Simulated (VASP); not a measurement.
Here is a VASP 6.6.1 calculation.

File INCAR:

```
PREC = Accurate
ENCUT = 520
EDIFF = 1E-6
ISMEAR = -1
SIGMA = 0.02
LREAL = F
LASPH = T
NELM = 100
ALGO = Normal
ISIF = 2
LWAVE = F
LCHARG = F
GGA = PE
IVDW = 12
NBANDS = 33
```

The input KPOINTS:

```
Automatic mesh
0
Gamma
  1 1 1
```

POSCAR

```
H9ClO4
1.0
    5.5504990000      0.0000000000      0.0000000000
    0.0000000000      5.5504990000      0.0000000000
    0.0000000000      0.0000000000      5.5504990000
O H Cl
4 9 1
Direct
   -0.0215096121      0.0229866051      0.7156041696
    0.6490595672      0.9608398928      0.0602996397
    0.3145220684      0.3753909546      0.7607336610
    0.6033209812      0.3712701653      0.3511008266
    0.0933931633      0.1600238151      0.7370791743
    0.0186715013     -0.0416623583      0.5572638953
    0.7617640303      0.8530758552      0.1439097825
    0.7398742317      0.9917358227     -0.0930109072
    0.2471313482      0.5368667814      0.7517241738
    0.4260273366      0.3654465656      0.6206092763
    0.4823865693      0.4487925139      0.2495648872
    0.6413450423      0.2245998054      0.2579844681
    0.3848642530      0.8592380792      0.1278610857
    0.1937582192      0.7413991021      0.2276256670
```

Potentials or basis: VASP PAW PBE potentials, release 64 (O, H, Cl).

Command:

```sh
$ cat potpaw_PBE.64/O/POTCAR potpaw_PBE.64/H/POTCAR potpaw_PBE.64/Cl/POTCAR > POTCAR
$ mpirun -np 1 vasp_gam > vasp.out
```

Predict the pressure.

-0.3 GPa.

Predict the band gap on the k mesh.

5.02 eV, direct.

Stress tensor (GPa, compression positive):
```
-1.28 -0.71  0.84
-0.71  0.74 -0.08
 0.84 -0.08 -0.36
```
